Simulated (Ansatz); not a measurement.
# TiAl3 (I4/mmm) in Ansatz: notebook

The runs below take TiAl3 through relaxation of cell and atoms, with PBEsol+D3(BJ)-ATM, PBEsol+D4.

Program: Ansatz 0.2.0. These are calculated values, not measurements. Logs are shortened: lines on timing, memory, paths and dates and some standing lists are left out, and cuts for length are marked.

### Step 1. Starting point

It takes space group I4/mmm (No. 139, tetragonal). Conventional cell: a = 3.822 Å, b = 3.822 Å, c = 8.561 Å, α = 90.00°, β = 90.00°, γ = 90.00°. Ti (site symmetry 4/mmm) has 12 Al at 2.70 to 2.87 Å as nearest neighbours. Al (site symmetry -4m2) has 8 Al at 2.70 to 2.87 Å and 4 Ti at 2.87 Å as nearest neighbours. Al (site symmetry 4/mmm) is surrounded by 4 Ti at 2.70 Å and 8 Al at 2.87 Å.

The cell comes from a database or a generator and needn't be the stable form of this composition.

### Step 2. Relaxation of cell and atoms, PBEsol+D3(BJ)-ATM

input.yaml

```yaml
crystal:
  lattice:
    - [-1.9111067713, 1.9111067713, 4.2806687947]
    - [1.9111067713, -1.9111067713, 4.2806687947]
    - [1.9111067713, 1.9111067713, -4.2806687947]
  atoms:
    - { symbol: Ti, position: [0.0, 0.0, 0.0] }
    - { symbol: Al, position: [0.25, 0.75, 0.5] }
    - { symbol: Al, position: [0.75, 0.25, 0.5] }
    - { symbol: Al, position: [0.5, 0.5, 0.0] }
hamiltonian:
  xc: pbesol
  pseudopotentials: { kind: paw }
  dispersion: d3bjatm
kpoints:
  mp_grid: { grid: [10, 10, 10] }
scf:
  occupations: { method: fermi_dirac, width: 0.05 }
output:
  forces: true
  stress: true
  eigenvalues: true
relax:
  f_tol: 0.01
  max_steps: 40
  cell: { stress_tol: 0.05 }
```

Potentials or basis: Ansatz PAW.

Launch:

```
ansatz run input.yaml --threads 2 --pin off --max-ram 5632MiB --backend cpu --events-out ev --progress --plain --runs-dir out
```

The log of the run:

```text
Warning: RAYON_NUM_THREADS=2 ignored (pool sized by the plan → 2); use --threads N
Engine: ansatz 0.2.0, aarch64-unknown-linux-gnu
Pseudopotentials: kind: paw
Pseudopotential: Ti, paw, valence charge 12, recommended cutoff 420 eV (normal), Ti.paw.azcp
Pseudopotential: Al, paw, valence charge 3, recommended cutoff 420 eV (normal), Al.paw.azcp
Functional definition: PBEsol
  exchange = pbesol_x
  correlation = pbesol_c
Crystal: 4 atoms, lattice volume = 62.538 Å³
Basis set: ecut = 420 eV, 1203 PW (Γ), exchange–correlation on 72×72×72 points (8 copies of the dense FFT grid, shifted against one another)
Bands: 15, of which v1, the nominal top of the filled ones, is band 11 counted from 1 (10 counted from 0)
Symmetry: 16 space group operations
Space group: I4/mmm (ITA 139), of the structure as read, at distance tolerance 4.0e-5 Å
k-points: 102 of 1000
Non-local potential: Ti, projectors of the file, l = 0: 3, l = 1: 2, l = 2: 3, l = 3: 1
Non-local potential: Al, projectors of the file, l = 0: 2, l = 1: 2, l = 2: 1
PAW form: soft (Blöchl's): semilocal exchange-correlation on the pseudo side does not see the compensation charge
PAW frozen core: Ti, regenerated for the run's functional, and the local potential with it (the file was generated under x = pbe(κ = 0.804, μ = 0.2195149727645171), c = pbe(β = 0.06672455060314922))
PAW frozen core: Al, regenerated for the run's functional, and the local potential with it (the file was generated under x = pbe(κ = 0.804, μ = 0.2195149727645171), c = pbe(β = 0.06672455060314922))
PAW one-centre angular grid: Ti, 590 points (default); XC on 64 Gauss nodes
PAW one-centre angular grid: Al, 110 points (default); XC on 64 Gauss nodes
Initial density: superposition of atomic densities (neutral atoms: chi_scale 0, normalization atom), corrected by the library's trained network
Initial wavefunctions: pseudopotential atomic-orbital guess
Functional: x = pbesol(κ = 0.804, μ = 0.12345679012345678), c = pbesol(β = 0.046)
SCF iter   1: F=—  HF=-4050.679158 eV  |F-HF|=—  |Δ(HF+E_count)|=         —  Δρ=5.21e-3  dr2=1.90e-2  ethr=1.77e-3  ⟨swp⟩=5.7  Hψ=8994  notcnv=0
preconditioner: auto → Kerker (q_TF=auto, 2.275 Å⁻¹)  [metal: Δε(μ)=0.040 eV  Ē_g=5.571 eV  σ=0.050 eV  W_gap=0.19  n_scr=10 (ndim 8)  ℏωp=16.9 eV  f_vac=0.000  D(μ)=1.60/eV (n_scr^D=10)]
SCF iter   2: F=—  HF=-4050.676012 eV  |F-HF|=—  |Δ(HF+E_count)|=   3.15e-3  Δρ=2.03e-3  dr2=2.78e-3  ethr=9.02e-5  ⟨swp⟩=2.0  Hψ=2761  notcnv=0
SCF iter   3: F=—  HF=-4050.675536 eV  |F-HF|=—  |Δ(HF+E_count)|=   4.76e-4  Δρ=4.46e-4  dr2=1.60e-4  ethr=1.32e-5  ⟨swp⟩=2.1  Hψ=1904  notcnv=0
SCF iter   4: F=—  HF=-4050.675497 eV  |F-HF|=—  |Δ(HF+E_count)|=   3.87e-5  Δρ=5.07e-5  dr2=2.13e-6  ethr=7.62e-7  ⟨swp⟩=2.4  Hψ=2101  notcnv=0
SCF iter   5: F=—  HF=-4050.675505 eV  |F-HF|=—  |Δ(HF+E_count)|=   7.66e-6  Δρ=1.18e-5  dr2=7.39e-8  ethr=1.01e-8  ⟨swp⟩=2.4  Hψ=2165  notcnv=0
SCF iter   6: F=-4050.675505 eV  HF=-4050.675505 eV  |F-HF|=1.55e-9  |Δ(HF+E_count)|=   3.55e-9  Δρ=2.11e-6  dr2=2.88e-9  ethr=3.52e-10  ⟨swp⟩=2.0  Hψ=5060  notcnv=0
SCF 1 converged in 6 iterations: F = -4050.675505 eV  dr2 = 2.88e-9
[... 57 lines left out ...]
SCF iter   7: F=-4050.705497 eV  HF=-4050.705497 eV  |F-HF|=4.55e-13  |Δ(HF+E_count)|=    0.00e0  Δρ=7.97e-10  dr2=3.05e-16  ethr=1.00e-12  ⟨swp⟩=1.0  Hψ=1530  notcnv=0
SCF iter   8: F=-4050.705497 eV  HF=-4050.705497 eV  |F-HF|=1.82e-12  |Δ(HF+E_count)|=  9.09e-13  Δρ=1.28e-10  dr2=1.42e-17  ethr=1.00e-12  ⟨swp⟩=1.0  Hψ=3468  notcnv=0
SCF 5 converged in 8 iterations: F = -4050.705497 eV  dr2 = 1.42e-17
relax step   5: F+E_penalty+E_count = -4050.70549673 eV  Δ(F+E_penalty+E_count) = +5.625e-4 eV  max|allowed force component| = 1.214e-17 eV/Å  Δτ_max = 0.0000 Å  P = -0.023 GPa  Ω = 60.283 Å³  stress off target by 2.60e-2 GPa  SCF on the basis re-selected at this cell (its energy is not comparable with the rows above)  (8 SCF iters)
basis re-selected at this cell: Δ(F+E_penalty+E_count) = +5.625e-4 eV, ΔP = -0.020 GPa vs the last step (what re-selecting the basis moved, of the pressure what is left beyond the Pulay correction that the steps carried, after the strain that the cell walked since its last selection, with what the two solves' SCF thresholds leave and, on support functions, any second-order correction that the steps lacked; it is no measure of the basis error at this ecutwfc). This SCF's stress stands 2.60e-2 GPa from its target on what of the cell is left free (relax.cell.stress_tol is 5.00e-2 GPa) and its largest allowed force component is 1.21e-17 eV/Å (relax.f_tol is 1.00e-2 eV/Å): within both
SCF converged after 8 iterations
Free energy (F): -4050.705497 eV
Harris-Foulkes:  -4050.705497 eV  (|F-HF|=1.82e-12)
Internal energy: -4050.692483 eV  (E = F + TS)
E sigma→0 (E₀):  -4050.698990 eV
Entropy (-TS):   -0.013014 eV (-3.253 meV/atom)
Fermi energy:    10.046498 eV
--- Per-component energies (eV) ---
  E_band       = -141.356770
  E_kinetic    = 347.082670
  E_local      = -1170.990229  (includes V_loc(G=0)·N_el)
  E_nonlocal   = 42.259807
  E_hartree    = 517.974416
  E_xc         = -217.682880
  E_vxc        = -212.557119  (∫ρ·V_xc dr)
  E_paw        = -2388.166513  (= ΣΔE_a)
  E_vpaw       = -183.100832  (= ΣTr[D̂ρ^β])
  E_aug_tail   = 0.000103  (compensation charges beyond the density's cutoff)
  E_ewald      = -1179.804107
  E_disp       = -1.562551  (pairwise vdW)
  E_core_change = 0.196801  (= ΣΔE_core)
  E_smearing   = -0.013014  (= −TS)
  E_closure    = -0.000000  (closes the sum)
  Σ components = -4050.705497   (vs F -4050.705497, Δ=0.00e0)
--- Forces (eV/Å), atoms counted from 1 ---
  atom   1  Ti    -0.00000000    -0.00000000     0.00000000
  atom   2  Al    -0.00000000     0.00000000    -0.00000000
  atom   3  Al     0.00000000     0.00000000     0.00000000
  atom   4  Al     0.00000000    -0.00000000     0.00000000
  max |Σ_I F_I| component: 6.94e-18 eV/Å
--- Stress (GPa, compression-positive) ---
       -0.022197       0.000000       0.000000
        0.000000      -0.022197      -0.000000
        0.000000      -0.000000      -0.025973
  P = ⅓ Tr σ = -0.0235 GPa (-0.235 kbar)
--- Band table (eV; the first three rows and the last of 102) ---
  k-point 0: bands = ["-46.0243", "-22.4612", "-22.4612", "-22.3842", "-0.2533", "7.1607", "7.3893", "8.5466", "8.7809", "8.7809", "10.9257", "11.8760", "11.8760", "12.2849", "12.7664"]
  k-point 1: bands = ["-46.0239", "-22.4645", "-22.4639", "-22.3838", "-0.0386", "7.2408", "7.3402", "8.2130", "8.3451", "8.8029", "10.0796", "12.0585", "12.0842", "12.1176", "13.2109"]
  k-point 2: bands = ["-46.0231", "-22.4726", "-22.4711", "-22.3826", "0.5939", "6.9036", "7.2091", "7.7607", "7.9484", "8.7668", "8.8246", "12.0316", "12.2661", "12.3498", "13.4602"]
  k-point 101: bands = ["-46.0242", "-22.4615", "-22.4615", "-22.3882", "1.4235", "2.3272", "7.9683", "9.1454", "9.1454", "9.7880", "10.7713", "10.7713", "11.0570", "13.1871", "15.1597"]
--- Relaxed structure (4 steps of the walk, 4 accepted, 1 SCFs on fresh bases) ---
  F+E_penalty+E_count = -4050.70549673 eV   max|allowed force component| = 1.214e-17 eV/Å   (the final SCF, on the basis selected at the relaxed cell)
  cell:  # Å, volume = 60.2825 Å³
    - [-1.8885471742844708, 1.8885471742844708, 4.2254770843446785]
    - [1.8885471742844708, -1.8885471742844708, 4.2254770843446785]
    - [1.8885471742844708, 1.8885471742844708, -4.2254770843446785]
  atoms:
    - { symbol: Ti, position: [-3.4444796405210713e-37, -3.9955963830044433e-35, -4.030041179409654e-35] }
    - { symbol: Al, position: [0.25, 0.75, 0.49999999999999994] }
    - { symbol: Al, position: [0.75, 0.25, 0.49999999999999994] }
    - { symbol: Al, position: [0.5, 0.5, -4.974812737952576e-35] }
```

Wall time 18 s (2 threads of Arm Neoverse V1, shared host); peak memory 0.42 GiB.

What came out:

- Free energy: -4050.7055 eV
- Relaxed volume: 15.07 Å³/atom
- Relaxed cell: a = 4.999 Å, b = 4.999 Å, c = 4.999 Å, α = 135.60°, β = 135.60°, γ = 64.59°
- Space group after relaxing (to 0.05 Å): I4/mmm (No. 139)
- Energy gained by relaxing: 7.5 meV/atom
- Ionic steps: 5
- Pressure after relaxing: 0.0 GPa
- Band gap on the k mesh: none (metal or under the smearing width)

Step by step:
```tsv
step	energy change (eV)	largest force (eV/Å)	volume (Å³)
1	0.0000	0.0000	62.54
2	-0.0234	0.0000	59.33
3	-0.0305	0.0000	60.33
4	-0.0306	0.0000	60.28
5	-0.0300	0.0000	60.28
```

Final structure:
```yaml
crystal:
  lattice:
    - [-1.88855, 1.88855, 4.22548]
    - [1.88855, -1.88855, 4.22548]
    - [1.88855, 1.88855, -4.22548]
  atoms:
    - { symbol: Ti, position: [0.00000, 0.00000, 0.00000] }
    - { symbol: Al, position: [0.25000, 0.75000, 0.50000] }
    - { symbol: Al, position: [0.75000, 0.25000, 0.50000] }
    - { symbol: Al, position: [0.50000, 0.50000, 0.00000] }
```

Caveat: the plane-wave basis is chosen anew once the cell has moved, so the energies of steps on either side of that aren't comparable; pairwise dispersion overbinds metals, which lowers pressure and volume; the PAW data sets come from PBE, with cores solved anew for the run's functional, which leaves a small shift of forces and pressure.

### Step 3. Relaxation of cell and atoms, PBEsol+D4

Changes to input.yaml since step 2:

```diff
@@ -13,3 +13,3 @@
   pseudopotentials: { kind: paw }
-  dispersion: d3bjatm
+  dispersion: d4
 kpoints:
```

Potentials or basis: Ansatz PAW.

Launch:

```
ansatz run input.yaml --threads 2 --pin off --max-ram 5632MiB --backend cpu --events-out ev --progress --plain --runs-dir out
```

It took 18 s on 2 threads of Arm Neoverse V1, shared host; peak memory 0.41 GiB.

The run converged. Its results:

```
Free energy                            : -4049.9420 eV
Relaxed volume                         : 15.31 Å³/atom
Relaxed cell                           : a = 5.025 Å, b = 5.025 Å, c = 5.025 Å, α = 135.61°, β = 135.61°, γ = 64.58°
Space group after relaxing (to 0.05 Å) : I4/mmm (No. 139)
Energy gained by relaxing              : 2.5 meV/atom
Ionic steps                            : 5
Pressure after relaxing                : 0.0 GPa
Band gap on the k mesh                 : none (metal or under the smearing width)
```

Step by step:
| step | energy change (eV) | largest force (eV/Å) | volume (Å³) |
| --- | --- | --- | --- |
| 1 | 0.0000 | 0.0000 | 62.54 |
| 2 | -0.0081 | 0.0000 | 60.67 |
| 3 | -0.0103 | 0.0000 | 61.24 |
| 4 | -0.0103 | 0.0000 | 61.22 |
| 5 | -0.0100 | 0.0000 | 61.22 |

Final structure:
```cif
data_structure
_symmetry_space_group_name_H-M 'P 1'
_symmetry_Int_Tables_number 1
_cell_length_a 5.0250
_cell_length_b 5.0250
_cell_length_c 5.0250
_cell_angle_alpha 135.613
_cell_angle_beta 135.613
_cell_angle_gamma 64.579
_cell_volume 61.22
loop_
_atom_site_label
_atom_site_type_symbol
_atom_site_fract_x
_atom_site_fract_y
_atom_site_fract_z
_atom_site_occupancy
Ti1 Ti 0.00000 0.00000 0.00000 1
Al1 Al 0.25000 0.75000 0.50000 1
Al2 Al 0.75000 0.25000 0.50000 1
Al3 Al 0.50000 0.50000 0.00000 1
```

Levels at points of the mesh, in eV from the Fermi level:
```tsv
k point	band 7	band 8	band 9	band 10	band 11	band 12	band 13	band 14	band 15
(0.00, 0.00, 0.00)	-2.64	-1.47	-1.25	-1.25	0.87	1.80	1.80	2.24	2.62
(0.00, 0.00, -0.50)	-4.41	-3.81	-2.71	-2.21	-1.01	1.83	2.01	2.75	2.93
(0.00, -0.50, 0.00)	-3.67	-2.93	-1.07	-0.27	0.52	1.87	2.13	2.81	3.21
(-0.50, -0.50, -0.50)	-2.05	-0.91	-0.91	-0.25	0.72	0.72	0.99	3.11	4.98
```

Caveat: the plane-wave basis is chosen anew once the cell has moved, so the energies of steps on either side of that aren't comparable; pairwise dispersion overbinds metals, which lowers pressure and volume; the PAW data sets come from PBE, with cores solved anew for the run's functional, which leaves a small shift of forces and pressure.
